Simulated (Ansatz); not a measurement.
KBr:

```
CELL_PARAMETERS angstrom
0.00000 3.30000 3.30000
3.30000 0.00000 3.30000
3.30000 3.30000 0.00000
ATOMIC_POSITIONS crystal
Br 0.50000 0.50000 0.50000
K 0.00000 0.00000 0.00000
```

Base run:

```yaml
Program: Ansatz 0.2.0
Functional: PBEsol
Potentials_or_basis: all-electron LAPW, non-relativistic
Cutoff: 128 eV (chosen from the basis error)
Basis_error_allowed: 0.001 eV/atom
k_mesh: 7 × 7 × 7
Occupations: fermi-dirac, width 0.05 eV
Spin: no spin polarisation
```

Its results: band gap on the k mesh 4.50 eV, direct; pressure -0.2 GPa.

Task: The run is repeated on the same cell with these changes: potentials or basis from all-electron LAPW, non-relativistic to all-electron LAPW, scalar-relativistic. What comes out?

Result: Band gap on the k mesh 4.28 eV, direct; pressure -0.3 GPa.

Caveats: relativity is left out, which matters for the heavier elements (some runs).
